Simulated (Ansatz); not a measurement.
PbSe, DFT, PBEsol, all-electron LAPW, scalar-relativistic (Ansatz 0.2.0), run on 1 thread of Arm Neoverse V2 on a shared host.

The cell is COD entry 9008695, as deposited and not checked against the literature; nothing was relaxed. The listed cell was then made from it by scaling, straining or moving an atom.

Command: `ansatz run input.yaml --threads 1 --pin off --max-ram 3072MiB --backend cpu --events-out ev --progress --plain --runs-dir out`

```yaml
crystal:
  lattice:
    - [0.0, 3.0824297301, 3.0824297301]
    - [3.0824297301, 0.0, 3.0824297301]
    - [3.0824297301, 3.0824297301, 0.0]
  atoms:
    - { symbol: Pb, position: [0.0, 0.0, 0.0] }
    - { symbol: Se, position: [0.5, 0.5, 0.5] }
kpoints:
  mp_grid: { grid: [9, 9, 9] }
scf:
  occupations: { method: fermi_dirac, width: 0.01 }
hamiltonian:
  xc: pbesol
  pseudopotentials: { kind: all_electron, lapw: { basis_error: 0.00025 } }
output:
  forces: true
  stress: true
  eigenvalues: true
```

**Question.** How large is the problem that the program sets up?

**Answer.** 35 irreducible k-points, 411 plane waves at Γ, 36 bands.

**Question.** About how long does it take, and how much memory does it use?

**Answer.** 11 s of wall time for 7 SCF iterations, with a peak of 0.35 GiB. Times on shared machines scatter by tens of per cent.

**Question.** And the same cell and mesh by frozen-core PAW, asked for forces, stress, eigenvalues, efg, write_density, write_potential, elf, on the same hardware?

**Answer.** 4.3 s, peak memory 0.42 GiB.

**Question.** And the same cell and mesh by crystal-made all-electron datasets, asked for forces, stress, eigenvalues, efg, on the same hardware?

**Answer.** 3.5 s, peak memory 0.4 GiB.
